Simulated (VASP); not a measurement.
# Si (I4/mmm) in VASP: reference runs

Aim: a first look at Si with PBE, on the cell as given and on a disturbed one.

Program: VASP 6.6.1. These are calculated values, not measurements. Logs are shortened: lines on timing, memory, paths and dates and some standing lists are left out, and cuts for length are marked.

## (1) The structure

The structure is tetragonal, space group I4/mmm (No. 139). Conventional cell: a = 3.254 Å, b = 3.254 Å, c = 2.641 Å, α = 90.00°, β = 90.00°, γ = 90.00°. Si (site symmetry 4/mmm) has 10 Si at 2.64 to 2.65 Å as nearest neighbours.

This isn't the form of Si at room conditions, which is diamond.

## (2) Single point, PBE

INCAR

```
  PREC = Accurate
  ENCUT = 520
  EDIFF = 1E-7
  ISMEAR = -1
  SIGMA = 0.05
  LREAL = F
  LASPH = T
  NELM = 60
  ALGO = Normal
  ISIF = 2
  LWAVE = F
  LCHARG = F
  GGA = PE
  NBANDS = 8
```

KPOINTS

```
regular mesh
0
Gamma
  13 13 13
```

POSCAR

```
Si
1.0
   -1.6269149300      1.6269149300      1.3203298500
    1.6269149300     -1.6269149300      1.3203298500
    1.6269149300      1.6269149300     -1.3203298500
Si
1
Direct
    0.0000000000      0.0000000000      0.0000000000
```

Potentials or basis: VASP PAW PBE potentials, release 64 (Si).

Command:

```bash
$ cat potpaw_PBE.64/Si/POTCAR > POTCAR
$ mpirun -np 1 vasp_std > vasp.out
```

OUTCAR:

```text
PREC = Accurate
   ENCUT = 520
   EDIFF = 1E-7
   ISMEAR = -1
   LREAL = F
   LASPH = T
   NELM = 60
   ISIF = 2
   GGA = PE

 ion  position               nearest neighbor table
   1  0.000  0.000  0.000-

  LATTYP: Found a body centered tetragonal cell.
 ALAT       =     3.2538298600
 C/A-ratio  =     0.8115543263

  Lattice vectors:

 A1 = (  -1.6269149300,   1.6269149300,   1.3203298500)
 A2 = (   1.6269149300,  -1.6269149300,   1.3203298500)
 A3 = (   1.6269149300,   1.6269149300,  -1.3203298500)

Analysis of symmetry for initial positions (statically):
=====================================================================
 Subroutine PRICEL returns:
 Original cell was already a primitive cell.

 Routine SETGRP: Setting up the symmetry group for a
 body centered tetragonal supercell.

 Subroutine GETGRP returns: Found 16 space group operations
 (whereof 16 operations were pure point group operations)
 out of a pool of 16 trial point group operations.

The static configuration has the point symmetry D_4h.

Analysis of symmetry for dynamics (positions and initial velocities):
=====================================================================
 Subroutine PRICEL returns:
 Original cell was already a primitive cell.

 Routine SETGRP: Setting up the symmetry group for a
 body centered tetragonal supercell.

 Subroutine GETGRP returns: Found 16 space group operations
 (whereof 16 operations were pure point group operations)
 out of a pool of 16 trial point group operations.

The dynamic configuration has the point symmetry D_4h.

 Subroutine INISYM returns: Found 16 space group operations
 (whereof 16 operations are pure point group operations),
 and found     1 'primitive' translations

----------------------------------------------------------------------------------------

                                     Primitive cell

  volume of cell :      13.9789

  direct lattice vectors                    reciprocal lattice vectors
    -1.626914930  1.626914930  1.320329850     0.000000000  0.307330144  0.378693249
     1.626914930 -1.626914930  1.320329850     0.307330144  0.000000000  0.378693249
     1.626914930  1.626914930 -1.320329850     0.307330144  0.307330144  0.000000000

  length of vectors
     2.652729781  2.652729781  2.652729781     0.487709334  0.487709334  0.434630458

  position of ions in fractional coordinates (direct lattice)
     0.000000000  0.000000000  0.000000000

  ion indices of the primitive-cell ions
   primitive index   ion index
                 1           1

----------------------------------------------------------------------------------------

 KPOINTS: regular mesh

Automatic generation of k-mesh.
 Grid dimensions read from file:
 generate k-points for:   13   13   13

 Generating k-lattice:

  Cartesian coordinates                     Fractional coordinates (reciprocal lattice)
     0.000000000  0.023640780  0.029130250     0.076923077 -0.000000000  0.000000000
     0.023640780  0.000000000  0.029130250    -0.000000000  0.076923077  0.000000000
     0.023640780  0.023640780  0.000000000     0.000000000  0.000000000  0.076923077

  Length of vectors
     0.037516103  0.037516103  0.033433112

  Shift w.r.t. Gamma in fractional coordinates (k-lattice)
     0.000000000  0.000000000  0.000000000

 Subroutine IBZKPT returns following result:
 ===========================================

 Found    196 irreducible k-points:

 Following reciprocal coordinates:
            Coordinates               Weight
  0.000000  0.000000  0.000000      1.000000
  0.076923  0.000000  0.000000      8.000000
  0.153846  0.000000  0.000000      8.000000
  0.230769  0.000000  0.000000      8.000000
  0.307692  0.000000  0.000000      8.000000
  0.384615  0.000000  0.000000      8.000000
[... 16 lines left out ...]
  0.384615  0.153846  0.000000     16.000000
  0.461538  0.153846  0.000000     16.000000
 [... further k-points ...]
   k-points           NKPTS =    196   k-points in BZ     NKDIM =    196   number of bands    NBANDS=      8
   number of dos      NEDOS =    301   number of ions     NIONS =      1
   total plane-waves  NPLWV =   8000
   dimension x,y,z NGX =    20 NGY =   20 NGZ =   20
   dimension x,y,z NGXF=    40 NGYF=   40 NGZF=   40
   ions per type =               1
   NGX,Y,Z   is equivalent  to a cutoff of  12.53, 12.53, 12.53 a.u.
   NGXF,Y,Z  is equivalent  to a cutoff of  25.07, 25.07, 25.07 a.u.
 SYSTEM =  unknown system
   PREC   = accura    normal or accurate (medium, high low for compatibility)
   ISTART =      0    job   : 0-new  1-cont  2-samecut
   ICHARG =      2    charge: 1-file 2-atom 10-const
   ISPIN  =      1    spin polarized calculation?
   LNONCOLLINEAR =      F non collinear calculations
   LSORBIT =      F    spin-orbit coupling
   LASPH  =      T    aspherical Exc in radial PAW
   ENCUT  =  520.0 eV  38.22 Ry    6.18 a.u.   4.93  4.93  4.93*2*pi/ulx,y,z
   NELM   =     60;   NELMIN=  2; NELMDL= -5     # of ELM steps
   EDIFF  = 0.1E-06   stopping-criterion for ELM
   LREAL  =      F    real-space projection
   EDIFFG = 0.1E-05   stopping-criterion for IOM
   NSW    =      0    number of steps for IOM
   IBRION =     -1    ionic relax: 0-MD 1-quasi-New 2-CG
   NFREE  =      0    steps in history (QN), initial steepest desc. (CG)
   ISIF   =      2    stress and relaxation
   ISYM   =      2    0-nonsym 1-usesym 2-fastsym
   POTIM  = 0.5000    time-step for ionic-motion
   TEBEG  =    0.0;   TEEND  =   0.0 temperature during run
   PSTRESS=    0.0 pullay stress
   NELECT =       4.0000    total number of electrons
   NUPDOWN=      -1.0000    fix difference up-down
   EMIN   =  10.00;   EMAX   =-10.00  energy-range for DOS
   EFERMI =   0.00;   METHOD = LEGACY
   ISMEAR =    -1;   SIGMA  =   0.05  broadening in eV -4-tet -1-fermi 0-gaus
   EFERMI_NEDOS =   21; number of points for ismear=-14 and -15
   IALGO  =     38    algorithm
   IMIX   =      4    mixing-type and parameters
     AMIX     =   0.40;   BMIX     =  1.00
     AMIX_MAG =   1.60;   BMIX_MAG =  1.00
  volume/ion in A,a.u.               =      13.98        94.33
  Fermi-wavevector in a.u.,A,eV,Ry     =   1.078791  2.038620 15.834335  1.163791
  Thomas-Fermi vector in A             =   2.214739
   LORBIT       =      0    0 simple, 1 ext, 2 COOP (PROOUT), +10 PAW based schemes
   GGA     = PE    functional components
   LHFCALC =     F    Hartree Fock is set to
   AEXX    =    0.0000 exact exchange contribution
   IVDW    =     0    specifies the selected vdW correction
   LEPSILON=     F    determine dielectric tensor
   LRPA    =     F    only Hartree local field effects (RPA)
 non-spin polarized calculation
  energy-cutoff  :      520.00
  volume of cell :       13.98
 maximum number of plane-waves:       389
   NGX =  9   NGY =  9   NGZ =  9

 number of electron       3.9999999 magnetization

 Free energy of the ion-electron system (eV)
  ---------------------------------------------------
  ext. energy  EPLUGINS =         0.00000000
  ---------------------------------------------------
  free energy    TOTEN  =        -4.92562356 eV

  energy without entropy =       -4.92076925  energy(sigma->0) =       -4.92319641

 E-fermi :  10.5581     XC(G=0): -11.3237

 val. band max:       10.5378359268   @ k =  -0.4615   0.1538   0.0769
 cond. band min:      10.5618235355   @ k =  -0.3846   0.0769   0.0000
 fundamental gap:      0.0239876087
 Fermi energy:        10.5580742635

 k-point     1 :       0.0000    0.0000    0.0000
  band No.  band energies     occupation
      1      -4.1667      2.00000
      2      20.1558      0.00000
      3      20.7497      0.00000
      4      20.7497      0.00000
      5      23.5900      0.00000
      6      24.5206      0.00000
      7      25.8350      0.00000
      8      25.8350      0.00000

 k-point     2 :       0.0769    0.0000    0.0000
  band No.  band energies     occupation
      1      -3.9621      2.00000
      2      18.7754      0.00000
      3      20.1853      0.00000
      4      22.0951      0.00000
      5      22.1884      0.00000
      6      24.9788      0.00000
      7      25.1058      0.00000
      8      25.5535      0.00000

 k-point     3 :       0.1538    0.0000    0.0000
  band No.  band energies     occupation
      1      -3.3496      2.00000
      2      17.4483      0.00000
      3      18.7836      0.00000
      4      19.2432      0.00000
      5      21.9203      0.00000
      6      24.1923      0.00000
      7      25.6566      0.00000
      8      27.1541      0.00000

 k-point     4 :       0.2308    0.0000    0.0000
  band No.  band energies     occupation
      1      -2.3328      2.00000
      2      15.2172      0.00000
      3      16.4585      0.00000
      4      18.3523      0.00000
      5      20.2622      0.00000
      6      22.7910      0.00000
      7      28.0026      0.00000
      8      28.1957      0.00000

 k-point     5 :       0.3077    0.0000    0.0000
  band No.  band energies     occupation
      1      -0.9178      2.00000
      2      11.7455      0.00000
      3      15.8120      0.00000
      4      17.7279      0.00000
      5      18.7611      0.00000
      6      21.4942      0.00000
      7      28.1726      0.00000
      8      31.1798      0.00000
[... 177 lines left out ...]
 k-point    22 :       0.3077    0.1538   -0.0000
  band No.  band energies     occupation
      1       1.8159      2.00000
      2       8.3550      2.00000
      3      12.3309      0.00000
      4      15.5056      0.00000
      5      20.4513      0.00000
      6      23.0907      0.00000
      7      25.8440      0.00000
      8      31.3808      0.00000

 k-point    23 :       0.3846    0.1538    0.0000
  band No.  band energies     occupation
      1       4.0516      2.00000
      2       5.5761      2.00000
      3      11.5103      0.00000
      4      15.6858      0.00000
      5      19.8457      0.00000
      6      23.4311      0.00000
      7      26.6879      0.00000
      8      34.3834      0.00000

 k-point    24 :       0.4615    0.1538    0.0000
  band No.  band energies     occupation
      1       3.0727      2.00000
      2       6.7103      2.00000
      3      11.0748      0.00007
      4      16.1942      0.00000
      5      19.5578      0.00000
      6      24.0789      0.00000
      7      27.8673      0.00000
      8      34.1385      0.00000

 [... further k-points ...]
[... 5 lines left out ...]
  --------------------------------------------------------------------------------------
  -------------------------------------------------------------------------------------
  Total        0.3854339      0.3854339      0.1340288      0.0000000     -0.0000000      0.0000000
  in kB       44.1762055     44.1762055     15.3616080      0.0000000     -0.0000000      0.0000000
  external PRESSURE =      34.5713397 kB  Pullay stress =       0.0000000 kB

 VOLUME and BASIS-vectors are now :
 -----------------------------------------------------------------------------
  energy-cutoff  :      520.00
  volume of cell :       13.98
      direct lattice vectors                 reciprocal lattice vectors
    -1.626914930  1.626914930  1.320329850     0.000000000  0.307330144  0.378693249
     1.626914930 -1.626914930  1.320329850     0.307330144  0.000000000  0.378693249
     1.626914930  1.626914930 -1.320329850     0.307330144  0.307330144  0.000000000

 POSITION                                       TOTAL-FORCE (eV/Angst)
 -----------------------------------------------------------------------------------
      0.00000      0.00000      0.00000        -0.000000      0.000000     -0.000000
 -----------------------------------------------------------------------------------
    total drift:                                0.000000     -0.000000     -0.000000

  FREE ENERGIE OF THE ION-ELECTRON SYSTEM (eV)
  ---------------------------------------------------
  free  energy   TOTEN  =        -4.9256235634 eV

  energy  without entropy=       -4.9207692489  energy(sigma->0) =       -4.92319641
```

Wall time 31 s (1 thread of AMD EPYC, shared host); peak memory 0.1 GiB.

What came out:

```yaml
Free_energy: -4.9256 eV
Pressure: 3.5 GPa
Band_gap_on_the_k_mesh: none (metal or under the smearing width)
```

(Part 1 of 2 ends here.)
